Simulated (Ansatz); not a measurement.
# MnSb: magnetic anisotropy

One table from this session's results is given with a row withheld; the runs are named, their logs left out.

Computed with Ansatz 0.2.0 (DFT PBE, with the methods named in each step, unless a step's input says otherwise).

3 further runs of the same task are left out: 3 set aside as unsound or not needed.

### The structure to begin with

Symmetry: I4/mmm, No. 139, tetragonal system. Conventional cell: a = 3.914 Å, b = 3.914 Å, c = 5.702 Å, α = 90.00°, β = 90.00°, γ = 90.00°. Mn (site symmetry 4/mmm) has 6 Sb at 2.77 to 2.85 Å as nearest neighbours. Around Sb (site symmetry 4/mmm) lie 6 Mn at 2.77 to 2.85 Å.

As a file:

```
Mn Sb
1.0
     0.00000    2.76748    2.85092
     2.76748    0.00000    2.85092
     2.76748    2.76748    0.00000
Mn Sb
1 1
Direct
  0.00000 0.00000 0.00000
  0.50000 0.50000 0.50000
```

Atoms are numbered in the order of the input: Mn1, Sb2.

Set-up of the first run:

File input.yaml:

```yaml
crystal:
  lattice:
    - [0.0, 2.767478225, 2.85091632]
    - [2.767478225, 0.0, 2.85091632]
    - [2.767478225, 2.767478225, 0.0]
  atoms:
    - { symbol: Mn, position: [0.0, 0.0, 0.0], spin: 4.0 }
    - { symbol: Sb, position: [0.5, 0.5, 0.5] }
magnetization:
  spin_polarized: true
kpoints:
  mp_grid: { grid: [9, 9, 9] }
scf:
  occupations: { method: fermi_dirac, width: 0.025 }
  lower_state_search: "off"
hamiltonian:
  xc: pbe
  pseudopotentials: { kind: paw }
output:
  forces: true
  stress: true
  eigenvalues: true
```

Run with:

```console
$ ansatz run input.yaml --threads 3 --pin off --max-ram 6144MiB --backend cpu --events-out ev --progress --plain --runs-dir out
```

Among the steps run: Collinear moments without spin-orbit coupling, PAW; Collinear moments without spin-orbit coupling, LAPW; Spin-orbit coupling, moments along 001, LAPW; Spin-orbit coupling, moments along 100, LAPW; Spin-orbit coupling, moments along 001, PAW; Spin-orbit coupling, moments along 100, PAW.

One of the session's tables, all rows but one given; the rest of the session is left out.

| method | direction | largest spin moment (μB) |
| --- | --- | --- |
| LAPW, self-consistent | 001 | 3.88 |
| LAPW, self-consistent | 100 | 3.88 |
| PAW, self-consistent | 001 | ? |
| PAW, self-consistent | 100 | 3.79 |

Q: Estimate the row for PAW, self-consistent, 001 from the others.

The run gave: largest spin moment (μB): 3.80. In the column «largest spin moment (μB)» it lies between PAW, self-consistent, 100 (3.79) and LAPW, self-consistent, 001 (3.88).

Caveats from the session: Shape anisotropy and temperature are left out.
